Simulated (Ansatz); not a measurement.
A run of Ansatz 0.2.0:

input.yaml

```yaml
crystal:
  lattice:
    - [0.0, 2.2535006075, 2.2535006075]
    - [2.2535006075, 0.0, 2.2535006075]
    - [2.2535006075, 2.2535006075, 0.0]
  atoms:
    - { symbol: Ga, position: [0.0, 0.0, 0.0] }
    - { symbol: "N", position: [0.25, 0.25, 0.25] }
hamiltonian:
  xc: pbe
  pseudopotentials: { kind: paw }
kpoints:
  mp_grid: { grid: [10, 10, 10] }
scf:
  occupations: { method: gaussian, width: 0.017 }
output:
  forces: true
  stress: true
  eigenvalues: true
  write_density: true
  write_potential: true
  elf: true
  volumetric_format: npy
```

Potentials or basis: Ansatz PAW.

Command:

```console
$ ansatz run input.yaml --threads 2 --pin off --max-ram 5632MiB --backend cpu --events-out ev --progress --plain --runs-dir out
```

Hardware: 2 threads of Intel(R) Xeon(R) Processor @ 2.50GHz (Skylake/Cascade Lake) (shared host).

Estimate the wall time of this run.

Wall time 3 s on 2 threads of Intel(R) Xeon(R) Processor @ 2.50GHz (Skylake/Cascade Lake) (shared host), peak memory 0.32 GiB. Counts: scf iterations 6, plane waves 459, k points 47, bands 13.
